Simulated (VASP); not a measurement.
# From an Ansatz input to VASP: TiO2 (fluorite)

Ansatz input

```yaml
crystal:
  lattice:
    - [0.0, 2.4149673384, 2.4149673384]
    - [2.4149673384, 0.0, 2.4149673384]
    - [2.4149673384, 2.4149673384, 0.0]
  atoms:
    - { symbol: Ti, position: [0.0, 0.0, 0.0] }
    - { symbol: O, position: [0.25, 0.25, 0.25] }
    - { symbol: O, position: [0.75, 0.75, 0.75] }
kpoints:
  mp_grid: { grid: [8, 8, 8] }
hamiltonian:
  xc: lda
scf:
  occupations: { method: fermi_dirac, width: 0.02 }
relax:
  f_tol: 0.005
  cell: {}
```

Problem. Translate this input to VASP.

Solution. 

INCAR

```
NELM = 120
IBRION = 2
ENCUT = 600
LCHARG = .FALSE.
EDIFFG = -5E-3
GGA = CA
ISIF = 3
SIGMA = 0.02
EDIFF = 1E-7
LASPH = .TRUE.
ISMEAR = -1
LWAVE = .FALSE.
NSW = 40
NBANDS = 19
PREC = Accurate
LREAL = .FALSE.
```

KPOINTS

```
KPOINTS created by Atomic Simulation Environment
0
Gamma
8 8 8
0 0 0
```

POSCAR

```
Ti O
 1.0000000000000000
     0.0000000000000000    2.4149673384147921    2.4149673384147921
     2.4149673384147921    0.0000000000000000    2.4149673384147921
     2.4149673384147921    2.4149673384147921    0.0000000000000000
 Ti  O
   1   2
Cartesian
  0.0000000000000000  0.0000000000000000 -0.0000000000000000
  1.2074836692073960  1.2074836692073960  1.2074836692073960
  3.6224510076221881  3.6224510076221881  3.6224510076221881
```

VASP ran with the recommended LDA PAW datasets (24 valence electrons in the cell). Other inputs would serve too.

|  | Ansatz | VASP |
| --- | --- | --- |
| relaxed cell vector lengths | 3.348, 3.348, 3.348 Å | 3.352, 3.352, 3.352 Å |
| relaxed cell volume | 26.54 Å³ | 26.64 Å³ |

Datasets and cutoffs are each program's own. VASP's cell holds 24 valence electrons and Ansatz's 24. LDA means the Perdew–Zunger form with relativistic exchange in VASP and the Perdew–Wang form in Ansatz.
